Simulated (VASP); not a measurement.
Ru: relaxation of cell and atoms with PBE

The system is Ru.

```xyz
2
Lattice="2.7078 0.0000 0.0000 -1.3539 2.3450 0.0000 0.0000 0.0000 4.2681" Properties=species:S:1:pos:R:3 pbc="T T T"
Ru    0.0000    1.5634    1.0670
Ru    1.3539    0.7817    3.2011
```

* Program: VASP 6.6.1
* Task: relaxation of cell and atoms
* Functional: PBE
* Potentials or basis: VASP PAW PBE potentials, release 64 (Ru_pv)
* Cutoff: 600 eV
* k mesh: 18 × 18 × 10
* Occupations: gaussian, width 0.1 eV
* Spin: no spin polarisation
* Further INCAR settings: ALGO = Normal; EDIFF = 1e-07; IBRION = 2; EDIFFG = -0.005; NSW = 90; ISIF = 3

| Quantity | Value |
| --- | --- |
| Relaxed volume | 13.76 Å³/atom |
| Relaxed cell | a = 2.719 Å, b = 2.719 Å, c = 4.296 Å, α = 90.00°, β = 90.00°, γ = 120.00° |
| Space group after relaxing (to 0.05 Å) | P6_3/mmc (No. 194) |
| Energy gained by relaxing | 3.3 meV/atom |
| Ionic steps | 6 |
| Pressure after relaxing | 0.0 GPa |
| Band gap on the k mesh | none (metal or under the smearing width) |

Step by step:
```csv
step,energy change (eV),largest force (eV/Å),pressure (GPa),volume (Å³)
1,0.0000,0.0000,4.98,27.10
2,0.0467,0.0000,-12.71,28.79
3,-0.0065,0.0000,-0.11,27.53
4,-0.0065,0.0000,-0.01,27.52
5,-0.0065,0.0000,0.03,27.51
6,-0.0065,0.0000,0.01,27.52
```

Final structure:
```xyz
2
Lattice="2.7195 0.0000 0.0000 -1.3597 2.3551 0.0000 0.0000 0.0000 4.2962" Properties=species:S:1:pos:R:3 pbc="T T T"
Ru    0.0000    1.5701    1.0740
Ru    1.3597    0.7850    3.2221
```

Levels at points of the mesh, in eV from the Fermi level:
```
           k point  band 11  band 12  band 13  band 14  band 15  band 16  band 17  band 18
(0.00, 0.00, 0.00)    -2.35    -1.87    -1.87    -1.37    -1.37     1.17     1.17     1.30
(0.50, 0.00, 0.00)    -2.02    -1.77    -1.48     1.39     1.80     1.89     4.00     6.03
(0.00, 0.00, 0.50)    -2.70    -2.70    -2.65    -2.65     0.54     0.54     0.54     0.54
(0.50, 0.00, 0.50)    -1.04    -1.04     0.45     0.45     1.64     1.64     3.35     3.35
```

Wall time 2.4 min on 1 thread of Intel(R) Xeon(R) 6975P-C (Granite Rapids), with other jobs on the host, peak memory 0.25 GiB.
